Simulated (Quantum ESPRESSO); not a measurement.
# Au (Fm-3m) in Quantum ESPRESSO: a series of runs

The runs below take Au through single point, equation of state, with r2SCAN.

All numbers are computed with Quantum ESPRESSO 7.5; they aren't measurements. Logs are shortened: lines on timing, memory, paths and dates and some standing lists are left out, and cuts for length are marked.

**Experimental background.**

“Exploring toroidal anvil profiles for larger sample volumes above 4 Mbar”, 2024, pmc:11102561 quotes, for a bulk crystal of Au: bulk modulus 167 GPa.

The results are compared with them further down.

## Step 1: The crystal as given

Symmetry: Fm-3m, No. 225, cubic system. Conventional cell: a = 4.070 Å, b = 4.070 Å, c = 4.070 Å, α = 90.00°, β = 90.00°, γ = 90.00°. Au (site symmetry m-3m) has 12 Au at 2.88 Å as nearest neighbours.

## Step 2: Single point, r2SCAN, 15.84 Å³/atom

The input, pw.in:

```
&CONTROL
  calculation = 'scf'
  prefix = 'pwscf'
  outdir = './tmp'
  pseudo_dir = './pseudo'
  tprnfor = .true.
  tstress = .true.
  disk_io = 'nowf'
/
&SYSTEM
  ibrav = 0
  nat = 1
  ntyp = 1
  ecutwfc = 70
  nbnd = 16
  input_dft = 'r2scan'
  occupations = 'smearing'
  smearing = 'fd'
  degauss = 0.00367493
  nosym = .true.
  nr1 = 32
  nr2 = 32
  nr3 = 32
/
&ELECTRONS
  conv_thr = 1d-08
  electron_maxstep = 120
  mixing_beta = 0.5
/
ATOMIC_SPECIES
Au   196.9666 Au_ONCV_PBE-1.2.upf
CELL_PARAMETERS angstrom
   0.0000000000    1.9934577312    1.9934577312
   1.9934577312    0.0000000000    1.9934577312
   1.9934577312    1.9934577312    0.0000000000
ATOMIC_POSITIONS crystal
Au     0.0000000000    0.0000000000    0.0000000000
K_POINTS automatic
8 8 8 0 0 0
```

Potentials or basis: SG15 PBE 1.2.

Started as:

```
OMP_NUM_THREADS=1 mpirun -n 2 pw.x -nk 2 -in pw.in > pw.out
```

pw.out:

```text
This program is part of the open-source Quantum ESPRESSO suite
     for quantum simulation of materials; please cite
         "P. Giannozzi et al., J. Phys.:Condens. Matter 21 395502 (2009);
         "P. Giannozzi et al., J. Phys.:Condens. Matter 29 465901 (2017);
         "P. Giannozzi et al., J. Chem. Phys. 152 154105 (2020);
     in publications or presentations arising from this work. More details at

     IMPORTANT: XC functional enforced from input :
     Exchange-correlation= R2SCAN
                           (   0   0   0   0   0 497 498)
     Any further DFT definition will be discarded
     Please, verify this is what you really want

     K-points division:     npool     =       2
     Subspace diagonalization in iterative solution of the eigenvalue problem:
     a serial algorithm will be used

     G-vector sticks info
     --------------------
     sticks:   dense  smooth     PW     G-vecs:    dense   smooth      PW
     Sum         547     547    187                 8393     8393    1639

     Using Slab Decomposition

     bravais-lattice index     =            0
     lattice parameter (alat)  =       5.3275  a.u.
     unit-cell volume          =     106.9172 (a.u.)^3
     number of atoms/cell      =            1
     number of atomic types    =            1
     number of electrons       =        19.00
     number of Kohn-Sham states=           16
     kinetic-energy cutoff     =      70.0000  Ry
     charge density cutoff     =     280.0000  Ry
     scf convergence threshold =      1.0E-08
     mixing beta               =       0.5000
     number of iterations used =            8  plain     mixing
     Exchange-correlation= R2SCAN
                           (   0   0   0   0   0 497 498)

     celldm(1)=   5.327469  celldm(2)=   0.000000  celldm(3)=   0.000000
     celldm(4)=   0.000000  celldm(5)=   0.000000  celldm(6)=   0.000000

     crystal axes: (cart. coord. in units of alat)
               a(1) = (   0.000000   0.707107   0.707107 )
               a(2) = (   0.707107   0.000000   0.707107 )
               a(3) = (   0.707107   0.707107   0.000000 )

     reciprocal axes: (cart. coord. in units 2 pi/alat)
               b(1) = ( -0.707107  0.707107  0.707107 )
               b(2) = (  0.707107 -0.707107  0.707107 )
               b(3) = (  0.707107  0.707107 -0.707107 )

     PseudoPot. # 1 for Au read from file:
     Au_ONCV_PBE-1.2.upf
     Pseudo is Norm-conserving, Zval = 19.0
     Generated using ONCVPSP code by D. R. Hamann
     Using radial grid of  602 points,  8 beta functions with:
                l(1) =   0
                l(2) =   0
                l(3) =   1
                l(4) =   1
                l(5) =   2
                l(6) =   2
                l(7) =   3
                l(8) =   3

     atomic species   valence    mass     pseudopotential
     Au               19.00   196.96660     Au( 1.00)

     No symmetry found

   Cartesian axes

     site n.     atom                  positions (alat units)
         1        Au     tau(   1) = (   0.0000000   0.0000000   0.0000000  )

     number of k points=   260  Fermi-Dirac smearing, width (Ry)=  0.0037

     Number of k-points >= 100: set verbosity='high' to print them.

     Dense  grid:     8393 G-vectors     FFT dimensions: (  32,  32,  32)

     WARNING: libxc functional with ID  497 depends
      on external parameters: check the user_guide of
      QE if you need to modify them or to check their
      default values.

     WARNING: libxc functional with ID  498 depends
      on external parameters: check the user_guide of
      QE if you need to modify them or to check their
      default values.

     Initial potential from superposition of free atoms

     starting charge      18.9775, renormalised to      19.0000
     Starting wfcs are random

     Self-consistent Calculation

     iteration #  1     ecut=    70.00 Ry     beta= 0.50
     Davidson diagonalization with overlap
     ethr =  1.00E-02,  avg # of iterations =  7.8

     total energy              =    -274.68253556 Ry
     estimated scf accuracy    <      12.90458629 Ry

     iteration #  2     ecut=    70.00 Ry     beta= 0.50
     Davidson diagonalization with overlap
     ethr =  1.00E-02,  avg # of iterations =  1.0

     total energy              =    -274.72324065 Ry
     estimated scf accuracy    <       3.26053564 Ry

     iteration #  3     ecut=    70.00 Ry     beta= 0.50
     Davidson diagonalization with overlap
     ethr =  1.00E-02,  avg # of iterations =  1.0

     total energy              =    -274.72396275 Ry
     estimated scf accuracy    <       0.00070460 Ry

     iteration #  4     ecut=    70.00 Ry     beta= 0.50
     Davidson diagonalization with overlap
     ethr =  3.71E-06,  avg # of iterations =  5.5

     total energy              =    -274.72399765 Ry
     estimated scf accuracy    <       0.00017340 Ry

     iteration #  5     ecut=    70.00 Ry     beta= 0.50
     Davidson diagonalization with overlap
     ethr =  9.13E-07,  avg # of iterations =  1.0

     total energy              =    -274.72399969 Ry
     estimated scf accuracy    <       0.00002272 Ry

     iteration #  6     ecut=    70.00 Ry     beta= 0.50
     Davidson diagonalization with overlap
     ethr =  1.20E-07,  avg # of iterations =  1.0

     total energy              =    -274.72399987 Ry
     estimated scf accuracy    <       0.00000006 Ry

     iteration #  7     ecut=    70.00 Ry     beta= 0.50
     Davidson diagonalization with overlap
     ethr =  3.15E-10,  avg # of iterations =  2.4

     total energy              =    -274.72399989 Ry
     estimated scf accuracy    <       0.00000016 Ry

     iteration #  8     ecut=    70.00 Ry     beta= 0.50
     Davidson diagonalization with overlap
     ethr =  3.15E-10,  avg # of iterations =  1.0

     End of self-consistent calculation

     Number of k-points >= 100: set verbosity='high' to print the bands.

     the Fermi energy is    22.5809 ev

!    total energy              =    -274.72399989 Ry
     estimated scf accuracy    <          1.8E-09 Ry
     smearing contrib. (-TS)   =      -0.00034592 Ry
     internal energy E=F+TS    =    -274.72365397 Ry

     The total energy is F=E-TS. E is the sum of the following terms:
     one-electron contribution =     -79.75395159 Ry
     hartree contribution      =      50.22025244 Ry
     xc contribution           =     -25.50638196 Ry
     ewald contribution        =    -219.68357285 Ry

     convergence has been achieved in   8 iterations

     Forces acting on atoms (cartesian axes, Ry/au):

     atom    1 type  1   force =     0.00000000    0.00000000    0.00000000

     Total force =     0.000000     Total SCF correction =     0.000007

     Computing stress (Cartesian axis) and pressure

          total   stress  (Ry/bohr**3)                   (kbar)     P=      217.52
   0.00147869  -0.00000001  -0.00000000          217.52       -0.00       -0.00
  -0.00000001   0.00147869  -0.00000000           -0.00      217.52       -0.00
  -0.00000000  -0.00000000   0.00147869           -0.00       -0.00      217.52

=------------------------------------------------------------------------------=
   JOB DONE.
=------------------------------------------------------------------------------=
```

Wall time 79 s (2 MPI ranks of Arm Neoverse V1, shared host); peak memory 0.18 GiB.

Results:

```
Free energy            : -3737.8104 eV
Pressure               : 21.8 GPa
Band gap on the k mesh : none (metal or under the smearing width)
```

Caveat: the k mesh is coarse; the potentials were made for another functional, which shifts forces and pressure.

## Step 3: Single point, r2SCAN, 16.18 Å³/atom

Edit pw.in of step 2 so:

```diff
@@ -32,5 +32,5 @@
 CELL_PARAMETERS angstrom
-   0.0000000000    1.9934577312    1.9934577312
-   1.9934577312    0.0000000000    1.9934577312
-   1.9934577312    1.9934577312    0.0000000000
+   0.0000000000    2.0074966285    2.0074966285
+   2.0074966285    0.0000000000    2.0074966285
+   2.0074966285    2.0074966285    0.0000000000
 ATOMIC_POSITIONS crystal
```

Potentials or basis: SG15 PBE 1.2.

Started as:

```
OMP_NUM_THREADS=1 mpirun -n 2 pw.x -nk 2 -in pw.in > pw.out
```

Wall time 79 s (2 MPI ranks of Arm Neoverse V1, shared host); peak memory 0.18 GiB.

The run converged. Its results:

| Property | Result |
| --- | --- |
| Free energy | -3737.8506 eV |
| Pressure | 16.3 GPa |
| Band gap on the k mesh | none (metal or under the smearing width) |

Caveat: the k mesh is coarse; the potentials were made for another functional, which shifts forces and pressure.

## Step 4: Single point, r2SCAN, 16.52 Å³/atom

Edit pw.in of step 3 so:

```diff
@@ -32,5 +32,5 @@
 CELL_PARAMETERS angstrom
-   0.0000000000    2.0074966285    2.0074966285
-   2.0074966285    0.0000000000    2.0074966285
-   2.0074966285    2.0074966285    0.0000000000
+   0.0000000000    2.0213418704    2.0213418704
+   2.0213418704    0.0000000000    2.0213418704
+   2.0213418704    2.0213418704    0.0000000000
 ATOMIC_POSITIONS crystal
```

Started as:

```
OMP_NUM_THREADS=1 mpirun -n 2 pw.x -nk 2 -in pw.in > pw.out
```

It took 79 s on 2 MPI ranks of Arm Neoverse V1, shared host; peak memory 0.18 GiB.

The run converged. Its results:

```yaml
Free_energy: -3737.8799 eV
Pressure: 11.5 GPa
Band_gap_on_the_k_mesh: none (metal or under the smearing width)
```

Caveat: the k mesh is coarse; the potentials were made for another functional, which shifts forces and pressure.

## Step 5: Single point, r2SCAN, 16.85 Å³/atom

Edit pw.in of step 4 so:

```diff
@@ -32,5 +32,5 @@
 CELL_PARAMETERS angstrom
-   0.0000000000    2.0213418704    2.0213418704
-   2.0213418704    0.0000000000    2.0213418704
-   2.0213418704    2.0213418704    0.0000000000
+   0.0000000000    2.0350000000    2.0350000000
+   2.0350000000    0.0000000000    2.0350000000
+   2.0350000000    2.0350000000    0.0000000000
 ATOMIC_POSITIONS crystal
```

Started as:

```
OMP_NUM_THREADS=1 mpirun -n 2 pw.x -nk 2 -in pw.in > pw.out
```

Run time: 80 s. Hardware: 2 MPI ranks of Arm Neoverse V1, shared host; peak memory 0.18 GiB.

Results (log left out):

| Quantity | Value |
| --- | --- |
| Free energy | -3737.8998 eV |
| Pressure | 7.3 GPa |
| Band gap on the k mesh | none (metal or under the smearing width) |

Caveat: the k mesh is coarse; the potentials were made for another functional, which shifts forces and pressure.

## Step 6: Single point, r2SCAN, 17.19 Å³/atom

Edit pw.in of step 5 so:

```diff
@@ -32,5 +32,5 @@
 CELL_PARAMETERS angstrom
-   0.0000000000    2.0350000000    2.0350000000
-   2.0350000000    0.0000000000    2.0350000000
-   2.0350000000    2.0350000000    0.0000000000
+   0.0000000000    2.0484772140    2.0484772140
+   2.0484772140    0.0000000000    2.0484772140
+   2.0484772140    2.0484772140    0.0000000000
 ATOMIC_POSITIONS crystal
```

Potentials or basis: SG15 PBE 1.2.

Started as:

```
OMP_NUM_THREADS=1 mpirun -n 2 pw.x -nk 2 -in pw.in > pw.out
```

Run time: 80 s. Hardware: 2 MPI ranks of Arm Neoverse V1, shared host; peak memory 0.18 GiB.

The run converged. Its results:

| Property | Result |
| --- | --- |
| Free energy | -3737.9113 eV |
| Pressure | 3.6 GPa |
| Band gap on the k mesh | none (metal or under the smearing width) |

Caveat: the k mesh is coarse; the potentials were made for another functional, which shifts forces and pressure.

## Step 7: Single point, r2SCAN, 17.53 Å³/atom

Edit pw.in of step 6 so:

```diff
@@ -32,5 +32,5 @@
 CELL_PARAMETERS angstrom
-   0.0000000000    2.0484772140    2.0484772140
-   2.0484772140    0.0000000000    2.0484772140
-   2.0484772140    2.0484772140    0.0000000000
+   0.0000000000    2.0617793868    2.0617793868
+   2.0617793868    0.0000000000    2.0617793868
+   2.0617793868    2.0617793868    0.0000000000
 ATOMIC_POSITIONS crystal
```

Started as:

```
OMP_NUM_THREADS=1 mpirun -n 2 pw.x -nk 2 -in pw.in > pw.out
```

It took 81 s on 2 MPI ranks of Arm Neoverse V1, shared host; peak memory 0.18 GiB.

It converged, with:

- Free energy: -3737.9156 eV
- Pressure: 0.3 GPa
- Band gap on the k mesh: none (metal or under the smearing width)

Caveat: the k mesh is coarse; the potentials were made for another functional, which shifts forces and pressure.

## Step 8: Single point, r2SCAN, 17.87 Å³/atom

Edit pw.in of step 7 so:

```diff
@@ -32,5 +32,5 @@
 CELL_PARAMETERS angstrom
-   0.0000000000    2.0617793868    2.0617793868
-   2.0617793868    0.0000000000    2.0617793868
-   2.0617793868    2.0617793868    0.0000000000
+   0.0000000000    2.0749120936    2.0749120936
+   2.0749120936    0.0000000000    2.0749120936
+   2.0749120936    2.0749120936    0.0000000000
 ATOMIC_POSITIONS crystal
```

Started as:

```
OMP_NUM_THREADS=1 mpirun -n 2 pw.x -nk 2 -in pw.in > pw.out
```

Run time: 81 s. Hardware: 2 MPI ranks of Arm Neoverse V1, shared host; peak memory 0.18 GiB.

Results (log left out):

```
Free energy            : -3737.9134 eV
Pressure               : -2.5 GPa
Band gap on the k mesh : none (metal or under the smearing width)
```

Caveat: the k mesh is coarse; the potentials were made for another functional, which shifts forces and pressure.

## Step 9: Equation of state, r2SCAN

Potentials or basis: SG15 PBE 1.2.

No new run: the results of the series are fitted here.

Results:

```yaml
Equilibrium_volume: 17.57 Å³/atom
Bulk_modulus: 156 GPa
Pressure_derivative_of_the_bulk_modulus: 5.8
```

Energy against volume, from the lowest point:
| volume (Å³/atom) | energy (meV/atom) |
| --- | --- |
| 15.843 | 105.13 |
| 16.181 | 65.00 |
| 16.518 | 35.63 |
| 16.855 | 15.76 |
| 17.192 | 4.22 |
| 17.529 | 0.00 |
| 17.866 | 2.20 |

Caveat: the k mesh is coarse; the potentials were made for another functional, which shifts forces and pressure. The run has no spin-orbit coupling, so splittings on Au are missing.

## Step 10: For comparison

An earlier run on the cell as given: functional PBEsol; potentials or basis GBRV 1.5 PBEsol; cutoff 612 eV; density cutoff 4898 eV; k mesh 11 × 11 × 11; occupations fermi-dirac, width 0.05 eV; no spin polarisation.

* Pressure: 1.2 GPa
* Band gap on the k mesh: none (metal or under the smearing width)

## Step 11: How close it comes

Step 9. A measured bulk modulus of Au is 167 GPa (quoted in “Exploring toroidal anvil profiles for larger sample volumes above 4 Mbar”, 2024, pmc:11102561); the calculated 156 GPa misses it by -6.4 %. The fit is for a static lattice scaled at fixed shape and fixed fractional positions.
